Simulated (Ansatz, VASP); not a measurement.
**BaH2 in VASP and in Ansatz**

```
CELL_PARAMETERS angstrom
4.52074 0.00000 0.00000
-2.26037 3.91508 0.00000
0.00000 0.00000 6.13498
ATOMIC_POSITIONS crystal
Ba 0.33333 0.66667 0.25000
Ba 0.66667 0.33333 0.75000
H 0.00000 0.00000 0.00000
H 0.00000 0.00000 0.50000
H 0.66667 0.33333 0.25000
H 0.33333 0.66667 0.75000
```

Change from the starting cell: volume scaled by 1.04.

Alike in both runs: task single point; functional PBEsol; k mesh 7 × 7 × 5; occupations fermi-dirac, width 0.05 eV; no spin polarisation.

```csv
,VASP,Ansatz
version,VASP 6.6.1,Ansatz 0.2.0
potentials or method,"VASP PAW PBE potentials, release 64 (Ba_sv, H)",Ansatz PAW
plane-wave cutoff (eV),520,420
valence electrons in the cell,24,24
```

VASP gave:

| Quantity | Value |
| --- | --- |
| gap on the k mesh at the Fermi level (eV) | 1.64 |
| least direct gap on the mesh (eV) | 2.50 |
| pressure (GPa) | -2.9 |
| largest component of the traceless stress (GPa) | 0.40 |

Q: Which values does Ansatz return?

A: gap on the k mesh at the Fermi level (eV): 1.76; least direct gap on the mesh (eV): 2.64; pressure (GPa): -3.4; largest component of the traceless stress (GPa): 0.47.

With one functional, cell and mesh, what is left measures potentials, basis and numerics.

Caveats: spin-orbit coupling is left out, which moves the levels of the heavy elements; the PAW data sets were made with another functional, which shifts forces and pressure a little (VASP); an odd mesh through Γ misses points on the zone boundary, where band edges often lie (VASP); odd divisions of the mesh miss points on the zone boundary, where band edges often lie, so the gap on the mesh can be too wide (Ansatz); the PAW data sets come from PBE, with cores solved anew for the run's functional, which leaves a small shift of forces and pressure (Ansatz).
